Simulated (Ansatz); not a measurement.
input.yaml (Ansatz)

```yaml
crystal:
  lattice:
    - [0.0, 2.394279809, 2.394279809]
    - [2.394279809, 0.0, 2.394279809]
    - [2.394279809, 2.394279809, 0.0]
  atoms:
    - { symbol: In, position: [0.0, 0.0, 0.0] }
hamiltonian:
  xc: pbe
  pseudopotentials:
    kind: paw
    azcp:
      In: "pseudopotentials/In.paw.azcp"
basis:
  ecutwfc: 420
  fft_grid_basis: typed
kpoints:
  mp_grid: { grid: [19, 19, 19], shift: [0, 0, 0] }
magnetization:
  spin_polarized: false
scf:
  occupations: { method: fermi_dirac, width: 0.1 }
```

and its output:

```
Engine: ansatz 0.2.0, x86_64-unknown-linux-gnu
Pseudopotentials: kind: paw
Pseudopotential: In, paw, valence charge 13, recommended cutoff 420 eV (normal) 
Functional definition: PBE
  parameter kappa = 0.804
  parameter beta = 0.06672455060314922
  exchange = pbe_x(kappa = kappa, mu = beta*pi^2/3)
  correlation = pbe_c(beta = beta)
Crystal: 1 atoms, lattice volume = 27.451 Å³
Basis set: ecut = 420 eV, 537 PW (Γ)
Bands: 11, of which v1, the nominal top of the filled ones, is band 7 counted from 1 (6 counted from 0)
Symmetry: 48 space group operations
Space group: Fm-3m (ITA 225), of the structure as read, at distance tolerance 3.0e-5 Å
k-points: 220 of 6859
Non-local potential: In, projectors of the file, l = 0: 2, l = 1: 2, l = 2: 2, l = 3: 2
PAW form: soft (Blöchl's): semilocal exchange-correlation on the pseudo side does not see the compensation charge
PAW one-centre angular grid: In, 590 points (default); XC on 64 Gauss nodes
Initial density: superposition of atomic densities (neutral atoms: chi_scale 0, normalization atom), corrected by the library's trained network
Initial wavefunctions: pseudopotential atomic-orbital guess
Functional: x = pbe(κ = 0.804, μ = 0.2195149727645171), c = pbe(β = 0.06672455060314922)
SCF iter   1: F=—  HF=-5597.853886 eV  |F-HF|=—  |Δ(HF+E_count)|=         —  Δρ=1.14e-3  dr2=2.13e-4  ethr=1.77e-3  ⟨swp⟩=4.9  Hψ=14192  notcnv=0
SCF iter   2: F=—  HF=-5597.853452 eV  |F-HF|=—  |Δ(HF+E_count)|=   4.34e-4  Δρ=5.90e-4  dr2=9.13e-5  ethr=1.64e-6  ⟨swp⟩=2.0  Hψ=5374  notcnv=0
SCF iter   3: F=—  HF=-5597.853489 eV  |F-HF|=—  |Δ(HF+E_count)|=   3.65e-5  Δρ=5.47e-4  dr2=5.40e-5  ethr=7.03e-7  ⟨swp⟩=2.0  Hψ=3796  notcnv=0
SCF iter   4: F=—  HF=-5597.853462 eV  |F-HF|=—  |Δ(HF+E_count)|=   2.66e-5  Δρ=1.60e-4  dr2=4.25e-6  ethr=4.16e-7  ⟨swp⟩=2.5  Hψ=3898  notcnv=0
SCF iter   5: F=—  HF=-5597.853461 eV  |F-HF|=—  |Δ(HF+E_count)|=   1.58e-6  Δρ=1.04e-4  dr2=1.83e-6  ethr=3.27e-8  ⟨swp⟩=2.0  Hψ=3796  notcnv=0
SCF iter   6: F=—  HF=-5597.853460 eV  |F-HF|=—  |Δ(HF+E_count)|=   8.20e-7  Δρ=4.85e-5  dr2=3.85e-7  ethr=1.41e-8  ⟨swp⟩=2.0  Hψ=3569  notcnv=0
SCF iter   7: F=-5597.853460 eV  HF=-5597.853460 eV  |F-HF|=2.30e-8  |Δ(HF+E_count)|=   2.22e-7  Δρ=1.07e-5  dr2=1.82e-8  ethr=7.69e-10  ⟨swp⟩=1.4  Hψ=6867  notcnv=0
SCF 1 converged in 7 iterations: F = -5597.853460 eV  dr2 = 1.82e-8
SCF converged after 7 iterations
Free energy (F): -5597.853460 eV
Harris-Foulkes:  -5597.853460 eV  (|F-HF|=2.30e-8)
Internal energy: -5597.837934 eV  (E = F + TS)
E sigma→0 (E₀):  -5597.845697 eV
Entropy (-TS):   -0.015526 eV (-15.526 meV/atom)
Fermi energy:    9.612268 eV
--- Per-component energies (eV) ---
  E_band       = -31.292106
  E_kinetic    = 240.855170
  E_local      = -1104.061483  (includes V_loc(G=0)·N_el)
  E_nonlocal   = 366.034260
  E_hartree    = 432.167110
  E_xc         = -215.815402
  E_vxc        = -99.714090  (∫ρ·V_xc dr)
  E_paw        = -4152.006992  (= ΣΔE_a)
  E_vpaw       = -298.745465  (= ΣTr[D̂ρ^β])
  E_aug_tail   = 0.000025  (compensation charges beyond the density's cutoff)
  E_ewald      = -1165.010623
  E_smearing   = -0.015526  (= −TS)
  E_closure    = -0.000000  (closes the sum)
  Σ components = -5597.853460   (vs F -5597.853460, Δ=0.00e0)
```
